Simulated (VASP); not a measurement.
# AlP in VASP: work function with PBEsol

Aim: the work function of AlP with PBEsol.

Everything below comes from runs of VASP 6.6.1. Logs are shortened: lines on timing, memory, paths and dates and some standing lists are left out, and cuts for length are marked.

## (1) Starting point

The cell holds a slab with vacuum, 24 atoms: a = 5.451 Å, b = 3.854 Å, c = 37.199 Å, α = 90.00°, β = 90.00°, γ = 90.00°.

## (2) Work function, PBEsol

Input file INCAR:

```
SYSTEM = AlP
ALGO = Normal
DIPOL = 0.5 0.5 0.500
EDIFF = 1E-7
ENCUT = 520
GGA = PS
IDIPOL = 3
ISIF = 2
ISMEAR = 0
KPAR = 8
LASPH = .True.
LCHARG = .True.
LDIPOL = .True.
LREAL = .False.
LVACPOTAV = .True.
LVHAR = .True.
LWAVE = .False.
NELM = 80
PREC = Accurate
SIGMA = 0.05
```

Input file KPOINTS:

```
k-points
0
Gamma
  4 6 1
  0 0 0
```

Input file POSCAR:

```
AlP                                     
1.0
    5.4510000000      0.0000000000      0.0000000000
    0.0000000000      3.8544390640      0.0000000000
    0.0000000000      0.0000000000     37.1994148530
  Al              P             
    12    12
Direct
     0.5664258877628165    0.5000000000000000    0.2258352302122844
     0.9873967748917792    0.0000000000000000    0.2630356965854766
     0.4916223986426348    0.5000000000000000    0.3183388133794695
     0.9905172704407182    0.0000000000000000    0.3693526652719284
     0.4919474854235830    0.5000000000000000    0.4220795259070607
     0.9917427912372171    0.0000000000000000    0.4738043928496224
     0.4917427912372171    0.5000000000000000    0.5261956071503777
     0.9919474854235830    0.0000000000000000    0.5779204740929393
     0.4905172704407187    0.5000000000000000    0.6306473347280719
     0.9916223986426347    0.0000000000000000    0.6816611866205302
     0.4873967748917791    0.5000000000000000    0.7369643034145233
     0.0664258877628166    0.0000000000000000    0.7741647697877158
     0.7693767229095843    0.0000000000000000    0.2081759713934307
     0.2388736254177807    0.5000000000000000    0.2660750720420860
     0.7451269198260783    0.0000000000000000    0.3168129784643918
     0.2417211235567468    0.5000000000000000    0.3701366251727936
     0.7427424519801790    0.0000000000000000    0.4216740641046867
     0.2425065479108819    0.5000000000000000    0.4740959433983347
     0.7425065479108820    0.0000000000000000    0.5259040566016655
     0.2427424519801789    0.5000000000000000    0.5783259358953134
     0.7417211235567469    0.0000000000000000    0.6298633748272066
     0.2451269198260783    0.5000000000000000    0.6831870215356083
     0.7388736254177807    0.0000000000000000    0.7339249279579138
     0.2693767229095844    0.5000000000000000    0.7918240286065696
```

Potentials or basis: VASP PAW PBE potentials, release 64 (Al, P).

The run is started by

```sh
> cat potpaw_PBE.64/Al/POTCAR potpaw_PBE.64/P/POTCAR > POTCAR
> mpirun -np 8 vasp_std > vasp.out
```

OUTCAR:

```text
SYSTEM = AlP
   EDIFF = 1E-7
   ENCUT = 520
   GGA = PS
   ISIF = 2
   ISMEAR = 0
   LASPH = .True.
   LREAL = .False.
   NELM = 80
   PREC = Accurate

 ion  position               nearest neighbor table
   1  0.566  0.500  0.226-  13 2.32  13 2.32  14 2.33   2 3.30   2 3.30
   2  0.987  0.000  0.263-  13 2.36  14 2.37  14 2.37  15 2.40   1 3.30   1 3.30
   3  0.492  0.500  0.318-  16 2.36  15 2.37  15 2.37  14 2.38
   4  0.991  0.000  0.369-  16 2.36  16 2.36  15 2.37  17 2.37
   5  0.492  0.500  0.422-  17 2.36  17 2.36  18 2.36  16 2.37
   6  0.992  0.000  0.474-  18 2.36  18 2.36  19 2.37  17 2.37
   7  0.492  0.500  0.526-  19 2.36  19 2.36  18 2.37  20 2.37
   8  0.992  0.000  0.578-  20 2.36  20 2.36  19 2.36  21 2.37
   9  0.491  0.500  0.631-  21 2.36  21 2.36  22 2.37  20 2.37
  10  0.992  0.000  0.682-  21 2.36  22 2.37  22 2.37  23 2.38
  11  0.487  0.500  0.737-  24 2.36  23 2.37  23 2.37  22 2.40  12 3.30  12 3.30
  12  0.066  0.000  0.774-  24 2.32  24 2.32  23 2.33  11 3.30  11 3.30
  13  0.769  0.000  0.208-   1 2.32   1 2.32   2 2.36
  14  0.239  0.500  0.266-   1 2.33   2 2.37   2 2.37   3 2.38
  15  0.745  0.000  0.317-   4 2.37   3 2.37   3 2.37   2 2.40
  16  0.242  0.500  0.370-   3 2.36   4 2.36   4 2.36   5 2.37
  17  0.743  0.000  0.422-   5 2.36   5 2.36   6 2.37   4 2.37
  18  0.243  0.500  0.474-   6 2.36   6 2.36   5 2.36   7 2.37
  19  0.743  0.000  0.526-   7 2.36   7 2.36   8 2.36   6 2.37
  20  0.243  0.500  0.578-   8 2.36   8 2.36   7 2.37   9 2.37
  21  0.742  0.000  0.630-  10 2.36   9 2.36   9 2.36   8 2.37
  22  0.245  0.500  0.683-   9 2.37  10 2.37  10 2.37  11 2.40
  23  0.739  0.000  0.734-  12 2.33  11 2.37  11 2.37  10 2.38
  24  0.269  0.500  0.792-  12 2.32  12 2.32  11 2.36

  LATTYP: Found a simple orthorhombic cell.
 ALAT       =     3.8544390640
 B/A-ratio  =     1.4142135625
 C/A-ratio  =     9.6510579712

  Lattice vectors:

 A1 = (   0.0000000000,  -3.8544390640,   0.0000000000)
 A2 = (   5.4510000000,   0.0000000000,   0.0000000000)
 A3 = (   0.0000000000,   0.0000000000,  37.1994148530)

Analysis of symmetry for initial positions (statically):
=====================================================================
 Subroutine PRICEL returns:
 Original cell was already a primitive cell.

 Routine SETGRP: Setting up the symmetry group for a
 simple orthorhombic supercell.

 Subroutine GETGRP returns: Found  4 space group operations
 (whereof  2 operations were pure point group operations)
 out of a pool of  8 trial point group operations.

The static configuration has the point symmetry C_1h.
 The point group associated with its full space group is C_2v.
[... 156 lines left out ...]
   NELECT =      96.0000    total number of electrons
   NUPDOWN=      -1.0000    fix difference up-down
   EMIN   =  10.00;   EMAX   =-10.00  energy-range for DOS
   EFERMI =   0.00;   METHOD = LEGACY
   ISMEAR =     0;   SIGMA  =   0.05  broadening in eV -4-tet -1-fermi 0-gaus
   EFERMI_NEDOS =   21; number of points for ismear=-14 and -15
   IALGO  =     38    algorithm
   IMIX   =      4    mixing-type and parameters
     AMIX     =   0.40;   BMIX     =  1.00
     AMIX_MAG =   1.60;   BMIX_MAG =  1.00
  volume/ion in A,a.u.               =      32.57       219.77
  Fermi-wavevector in a.u.,A,eV,Ry     =   0.813781  1.537823  9.010310  0.662239
  Thomas-Fermi vector in A             =   1.923568
   LORBIT       =      0    0 simple, 1 ext, 2 COOP (PROOUT), +10 PAW based schemes
   GGA     = PS    functional components
   LHFCALC =     F    Hartree Fock is set to
   AEXX    =    0.0000 exact exchange contribution
   IVDW    =     0    specifies the selected vdW correction
   LEPSILON=     F    determine dielectric tensor
   LRPA    =     F    only Hartree local field effects (RPA)
 non-spin polarized calculation
 Gauss-broadening in eV      SIGMA  =   0.05
  energy-cutoff  :      520.00
  volume of cell :      781.58
 maximum number of plane-waves:     21114
 NGX is ok and might be reduce to    42
   NGX = 21   NGY = 15   NGZ =139

 number of electron      96.0000001 magnetization

 dipolmoment           0.000000      0.000000      0.000000 electrons x Angstroem

 Free energy of the ion-electron system (eV)
  ---------------------------------------------------
  ext. energy  EPLUGINS =         0.00000000
  ---------------------------------------------------
  free energy    TOTEN  =      -129.32626677 eV

  energy without entropy =     -129.32626677  energy(sigma->0) =     -129.32626677

 E-fermi :   0.9813     XC(G=0):  -6.2219

 val. band max:        0.7190334877   @ k =   0.0000   0.0000   0.0000
 cond. band min:       1.7918709331   @ k =   0.0000   0.5000   0.0000
 fundamental gap:      1.0728374455
 Fermi energy:         0.9812558767

 k-point     1 :       0.0000    0.0000    0.0000
  band No.  band energies     occupation
      1     -10.7766      2.00000
      2     -10.6404      2.00000
      3     -10.4258      2.00000
      4     -10.1260      2.00000
      5      -9.7446      2.00000
      6      -9.3225      2.00000
[... 745 lines left out ...]
     59       4.8035      0.00000
     60       4.8035      0.00000
 [bands above 60 left out]

------------------------ aborting loop because EDIFF is reached ----------------------------------------

  FORCE on cell =-STRESS in cart. coord.  units (eV):
  Direction    XX          YY          ZZ          XY          YZ          ZX
  --------------------------------------------------------------------------------------
  -------------------------------------------------------------------------------------
  Total        0.3325355     -0.0870719      0.0578956      0.0000000      0.0000000      0.0000000
  in kB        0.6816716     -0.1784906      0.1186813      0.0000000      0.0000000      0.0000000
  external PRESSURE =       0.2072874 kB  Pullay stress =       0.0000000 kB

 VOLUME and BASIS-vectors are now :
 -----------------------------------------------------------------------------
  energy-cutoff  :      520.00
  volume of cell :      781.58
      direct lattice vectors                 reciprocal lattice vectors
     5.451000000  0.000000000  0.000000000     0.183452578  0.000000000  0.000000000
     0.000000000  3.854439064  0.000000000     0.000000000  0.259441123  0.000000000
     0.000000000  0.000000000 37.199414853     0.000000000  0.000000000  0.026882143

 POSITION                                       TOTAL-FORCE (eV/Angst)
 -----------------------------------------------------------------------------------
      3.08759      1.92722      8.40094        -0.003364      0.000000     -0.001635
      5.38230      0.00000      9.78477        -0.002005      0.000000     -0.002537
      2.67983      1.92722     11.84202         0.004336      0.000000     -0.004997
      5.39931      0.00000     13.73970         0.002304      0.000000     -0.010561
      2.68161      1.92722     15.70111         0.001192      0.000000     -0.003739
      5.40599      0.00000     17.62525        -0.002888      0.000000      0.000122
[... 16 lines left out ...]
      4.02760      0.00000     27.30158        -0.000101      0.000000     -0.006799
      1.46837      1.92722     29.45539         0.000810      0.000000     -0.002862
 -----------------------------------------------------------------------------------
    total drift:                                0.000104     -0.000000     -0.000001

  FREE ENERGIE OF THE ION-ELECTRON SYSTEM (eV)
  ---------------------------------------------------
  free  energy   TOTEN  =      -129.3262667655 eV

  energy  without entropy=     -129.3262667655  energy(sigma->0) =     -129.32626677

 vacuum level on the upper side and lower side of the slab         6.402         6.402
```

It took 5.5 min on 8 MPI ranks of Intel Xeon Platinum 8559C (Emerald Rapids), shared host; peak memory 0.95 GiB.

Results:

```
Free energy                            : -129.3263 eV
Largest force                          : 0.011 eV/Å
Band gap on the k mesh                 : 1.07 eV, indirect (least direct gap 1.52 eV)
Ionisation potential of the upper face : 5.68 eV
```

Forces on the atoms (eV/Å):
```
Al  -0.003  0.000 -0.002
Al  -0.002  0.000 -0.003
Al   0.004  0.000 -0.005
Al   0.002  0.000 -0.011
Al   0.001  0.000 -0.004
Al  -0.003  0.000  0.000
Al  -0.003  0.000  0.000
Al   0.001  0.000  0.004
Al   0.002  0.000  0.011
Al   0.004  0.000  0.005
Al  -0.002  0.000  0.003
Al  -0.003  0.000  0.002
P    0.001  0.000  0.003
P    0.000  0.000  0.007
P    0.002  0.000  0.000
P   -0.003  0.000 -0.004
P    0.000  0.000  0.003
P    0.001  0.000  0.002
P    0.001  0.000 -0.002
P    0.000  0.000 -0.003
P   -0.003  0.000  0.004
P    0.002  0.000  0.000
P    0.000  0.000 -0.007
P    0.001  0.000 -0.003
```

Caveat: the PAW data sets were made with another functional, which shifts forces and pressure a little. As with any semilocal functional, this PBEsol gap is likely too small.
